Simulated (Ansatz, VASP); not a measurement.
KBr: VASP beside Ansatz

```
K Br
1.0
     0.00000    3.40587    3.53687
     3.40587    0.00000    3.53687
     3.40587    3.40587    0.00000
K Br
1 1
Direct
  0.00000 0.00000 0.00000
  0.50000 0.50000 0.50000
```

Change from the starting cell: strain +0.040 along x and y, +0.080 along z, atoms carried along.

Alike in both runs: task single point; functional PBEsol; k mesh 6 × 6 × 6; occupations gaussian, width 0.05 eV; no spin polarisation.

|  | VASP | Ansatz |
| --- | --- | --- |
| version | VASP 6.6.1 | Ansatz 0.2.0 |
| potentials or method | VASP PAW PBE potentials, release 64 (K_sv, Br) | scalar-relativistic, plane waves, PAW |
| plane-wave cutoff (eV) | 520 | 420 |
| valence electrons in the cell | 16 | 16 |

Ansatz gave:

| Item | Value |
| --- | --- |
| gap on the k mesh at the Fermi level (eV) | 3.99 |
| least direct gap on the mesh (eV) | 3.99 |
| pressure (GPa) | -1.6 |
| largest component of the traceless stress (GPa) | 0.25 |

What did VASP give for the same quantities?

gap on the k mesh at the Fermi level (eV): 3.99; least direct gap on the mesh (eV): 3.99; pressure (GPa): -1.6; largest component of the traceless stress (GPa): 0.26.

With one functional, cell and mesh, what is left measures potentials, basis and numerics.

Caveats: the PAW data sets were made with another functional, which shifts forces and pressure a little (VASP).
